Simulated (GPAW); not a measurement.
A run of GPAW 26.7.0 is set up as follows.

run.py

```python
import numpy as np
from ase import Atoms
from ase.dft.bandgap import bandgap
from ase.io import write
from gpaw import GPAW, PW
from gpaw.response.df import DielectricFunction

atoms = Atoms(['Sn', 'Sn', 'O', 'O'],
              cell=[[3.7621524798, 0.0, 0.0],
                    [0.0, 3.7621524798, 0.0],
                    [0.0, 0.0, 4.8208658347]],
              scaled_positions=[[0.5, 0.0, 0.76462614],
                                [0.0, 0.5, 0.23537386],
                                [0.0, 0.0, 0.0],
                                [0.5, 0.5, 0.0]],
              pbc=True)

calc = GPAW(mode=PW(600),
            xc='PBE',
            kpts={'size': (6, 6, 5), 'gamma': True},
            occupations={'name': 'fermi-dirac', 'width': 0.001},
            nbands=33,
            convergence={'density': 1e-06},
            maxiter=150,
            txt='gpaw.txt')
atoms.calc = calc
energy = atoms.get_potential_energy()
calc.write('gs.gpw')
write('result.traj', atoms)
print(f'Energy: {energy:.6f} eV')
print('Fermi level:', round(calc.get_fermi_level(), 4), 'eV')
print(f'Gap: {bandgap(calc)[0]:.4f} eV, direct: {bandgap(calc, direct=True)[0]:.4f} eV')

for size in [(9, 9, 7)]:
    name = 'x'.join(str(n) for n in size)
    dense = calc.fixed_density(kpts={'size': size, 'gamma': True},
                               nbands=66, convergence={'bands': 60, 'eigenstates': 1e-7},
                               update_fermi_level=True, txt=f'dense-{name}.txt')
    dense.write(f'{name}.gpw', mode='all')
    df = DielectricFunction(f'{name}.gpw', frequencies=np.array([0.0]), hilbert=False, eta=0.001,
                            ecut=80, nbands=60, intraband=False, txt=f'df-{name}.txt')
    for xc in ['RPA']:
        for direction in ['x', 'y', 'z', [0, 1, 1], [1, 0, 1], [1, 1, 0]]:
            e0, e = df.get_macroscopic_dielectric_constant(xc=xc, direction=direction)
            print(f'{name} {xc} {direction}: {e0:.4f} without, {e:.4f} with local fields')
```

Potentials or basis: GPAW PAW data sets (gpaw-data 1.2.1), pw.

Command:

```bash
$ OMP_NUM_THREADS=1 python run.py
```

Question: What does it give for the electronic dielectric tensor (diagonal)?

Answer: 7.88, 7.88, 6.79.

Question: Predict the band gap on the k mesh.

Answer: None (metal or under the smearing width).

Electronic dielectric tensor:
```
7.88 0.00 0.00
0.00 7.88 0.00
0.00 0.00 6.79
```

Caveat: the long-wavelength limit can be off by a per cent or two.
